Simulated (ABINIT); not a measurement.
Crystal: HgSe.

```
Hg Se
1.0
     0.00000    3.03900    3.03900
     3.03900    0.00000    3.03900
     3.03900    3.03900    0.00000
Hg Se
1 1
Direct
  0.00000 0.00000 0.00000
  0.75000 0.75000 0.75000
```

Base run:

```yaml
Program: ABINIT 10.8.3 (patched build)
Functional: HLE16
Potentials_or_basis: JTH PAW PBE v2.0
Cutoff: 544 eV
k_mesh: 8 × 8 × 8
Occupations: fermi-dirac, width 0.05 eV
Spin: no spin polarisation
```

Its results: band gap on the k mesh none (metal or under the smearing width); pressure -2.6 GPa.

After a change of settings the same cell gave: band gap on the k mesh none (metal or under the smearing width); pressure 4.7 GPa. Which change was it?
A. functional from HLE16 to OLYP
B. functional from HLE16 to HCTH407
C. functional from HLE16 to PBEsol; k mesh from 8 × 8 × 8 to 6 × 6 × 6
D. functional from HLE16 to PW91

D.

Caveats: spin-orbit coupling is left out, which moves the levels of the heavy elements; the potentials were made for a functional far from this one (some runs); the potentials were made for another functional, which shifts forces and pressure (some runs); the PAW data sets were made with another functional, which shifts forces and pressure a little (some runs).
